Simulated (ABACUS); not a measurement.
Wanted: the native input for an ABACUS 3.10.1 run.

```
Task                                          : single point
Functional                                    : PBE
Potentials or basis                           : PseudoDojo NC SR 0.4.1 PBE standard, lanthanides 3+ (f in core)
Cutoff                                        : 1361 eV
Density cutoff                                : 5442 eV
Basis                                         : TZDP LCAO (the cutoffs set its grid)
k mesh                                        : 9 × 9 × 9
Occupations                                   : fermi-dirac, width 0.05 eV
Spin                                          : collinear spin, ferromagnetic start
Starting moments                              : [1.0] μB
Orbital files                                 : Ho Ho_confined-atom_8au_4s3p3d1f.orb
Radial cutoff of the potentials (pseudo_rcut) : 10 bohr
SCF threshold on the density                  : 1e-07
Max SCF steps                                 : 100
Eigensolver                                   : genelpa
Mixing                                        : broyden
Mixing share                                  : 0.4
Symmetry key                                  : 1
```

The system is Ho.

```xyz
1
Lattice="0.0000 2.4942 2.4942 2.4942 0.0000 2.4942 2.4942 2.4942 0.0000" Properties=species:S:1:pos:R:3 pbc="T T T"
Ho    0.0000    0.0000    0.0000
```

This isn't the form of Ho at room conditions, which is hcp.

The input as run:

INPUT

```
INPUT_PARAMETERS
suffix              Ho
calculation         scf
basis_type          lcao
pseudo_dir          ./
orbital_dir         ./
symmetry            1
dft_functional      pbe
ecutwfc             100
pseudo_rcut         10
nspin               2
nbands              10
ks_solver           genelpa
smearing_method     fd
smearing_sigma      0.00367493
scf_thr             1e-07
scf_nmax            100
mixing_type         broyden
mixing_beta         0.4
cal_force           1
cal_stress          1
out_mul             1
out_chg             1
out_pot             2
out_elf             1
```

STRU

```
ATOMIC_SPECIES
Ho 164.9303 Ho.upf

NUMERICAL_ORBITAL
Ho_confined-atom_8au_4s3p3d1f.orb

LATTICE_CONSTANT
1.8897261246

LATTICE_VECTORS
0.0000000000 2.4942453452 2.4942453452
2.4942453452 0.0000000000 2.4942453452
2.4942453452 2.4942453452 0.0000000000

ATOMIC_POSITIONS
Direct

Ho
0.0
1
0.0000000000 0.0000000000 0.0000000000 1 1 1 mag 0
```

KPT

```
K_POINTS
0
Gamma
9 9 9 0 0 0
```

Potentials or basis: PseudoDojo NC SR 0.4.1 PBE standard, lanthanides 3+ (f in core), TZDP LCAO (the cutoffs set its grid).

Run with:

```bash
$ OMP_NUM_THREADS=1 mpirun -np 4 abacus > log
```

Results of the run:

| Quantity | Value |
| --- | --- |
| Band gap on the k mesh | none (metal or under the smearing width) |
| Net moment | 0.00 μB per cell |
| Absolute moment | 0.00 μB per cell |

Caveat: the atomic orbitals were generated for these runs and aren't a published set; the magnetic or orbital state may not be the lowest; all typed moments are zero, and the program then starts from 1 μB on every atom; spin-orbit coupling is left out, which moves the levels of the heavy elements; the 4f electrons are frozen in the core as for a trivalent ion, so they carry no moment and show no levels; the basis of atomic orbitals isn't converged, which shifts pressures, moduli and gaps.

Run time: 45 s on 4 MPI ranks on Intel(R) Xeon(R) Platinum 8259CL CPU @ 2.50GHz (Skylake/Cascade Lake) (shared host), peak memory 0.48 GiB a rank.
